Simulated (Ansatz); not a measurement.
A 2-atom cell of AlP started from a crystallographic database, relaxed with r2SCAN: the symmetry is F-43m (No. 216, cubic); conventional cell a = 5.479 Å, 20.55 Å³ an atom. Al has 4 P at 2.37 Å; P has 4 Al at 2.37 Å. One-shot G0W0@PBE in Ansatz on a 6×6×6 mesh (contour deformation, no spin-orbit coupling), from a PBE gap of 1.599 eV over the mesh points (the G0W0 gap is indirect on the mesh); the number N of bands summed and the screening cutoff rise together. (Simulation; spin polarisation is off.)

```csv
N,cutoff (eV),1000/N,G0W0 gap (eV)
97,100,10.309,2.261
229,180,4.367,2.378
```

Question: Lay a straight line in 1000/N through these rows.

Answer: The slope is -0.0197 eV per unit of 1000/N and the intercept 2.464 eV.

Question: Predict the gap at N = 441 (260 eV).

Answer: 2.464 + (-0.0197) × 2.268 = 2.419 eV; the run gives 2.412 eV, -0.007 eV from the line.

Question: With that run's result added, what limit do the last two rows suggest?

Answer: Their slope is (2.412 − 2.378)/(2.268 − 4.367) = -0.0162, which meets 1/N = 0 at 2.45 eV, against 2.464 eV from the first line. The slope flattens, so the first line overshoots; the k mesh isn't extrapolated.
